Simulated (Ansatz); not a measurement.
## Mo: do energies and stresses tell the same story?

Method: Ansatz 0.2.0, DFT PBE, scalar-relativistic, plane waves, PAW.

Cutoff 420 eV; k points 18×18×18 on the computed 1-atom cell (Γ-centred); Gaussian smearing, width 0.10 eV; no spin polarisation.

Relaxed cell: Fm-3m, a = 4.002 Å, b = 4.002 Å, c = 4.002 Å, α = 90.00°, β = 90.00°, γ = 90.00°, 1 atom in the primitive cell. This fcc form isn't the element's structure at ambient conditions.

Energies at zero smearing and pressures from the stress tensor, at volumes with shape and atoms relaxed:
```
V (Å³/atom) E − E(first) (meV/atom) P (GPa)
     14.102                     0.00    39.35
     14.582                   -99.06    27.21
     15.063                  -164.53    16.79
     15.544                  -201.08     7.79
     16.025                  -212.46     0.01
     16.505                  -202.09    -6.67
     16.986                  -173.09   -12.39
     17.627                  -110.13   -18.73
```

Problem. Check P = −dE/dV between neighbouring volumes, and get the bulk modulus from the pressures alone.

Solution. With 1 eV/Å³ = 160.2 GPa:
```json
{"middle V (Å³/atom)": "14.342", "−ΔE/ΔV (GPa)": "33.013", "mean P (GPa)": "33.279"}
{"middle V (Å³/atom)": "14.823", "−ΔE/ΔV (GPa)": "21.820", "mean P (GPa)": "22.001"}
{"middle V (Å³/atom)": "15.304", "−ΔE/ΔV (GPa)": "12.180", "mean P (GPa)": "12.292"}
{"middle V (Å³/atom)": "15.784", "−ΔE/ΔV (GPa)": "3.795", "mean P (GPa)": "3.902"}
{"middle V (Å³/atom)": "16.265", "−ΔE/ΔV (GPa)": "-3.457", "mean P (GPa)": "-3.327"}
{"middle V (Å³/atom)": "16.746", "−ΔE/ΔV (GPa)": "-9.664", "mean P (GPa)": "-9.527"}
{"middle V (Å³/atom)": "17.307", "−ΔE/ΔV (GPa)": "-15.736", "mean P (GPa)": "-15.558"}
```

The two differ by 0.27 GPa at most. The mean of two end pressures misses the average over a step by about ΔV² P″/12, up to 0.15 GPa here; with that taken off 0.12 GPa remains. The stress is the derivative of the free energy, not of the energy at zero smearing, and with free energies 0.01 GPa remains. Around V = 16.025 Å³/atom, the two neighbours give B = −V ΔP/ΔV = 16.025 × 14.46 / 0.961 = 241.0 GPa, against B0 = 239.4 GPa from the Birch–Murnaghan fit of the energies.

Cost: 9 runs of about 0.42 core-minutes in all, on Intel Xeon Platinum 8488C (Sapphire Rapids) (shared hosts).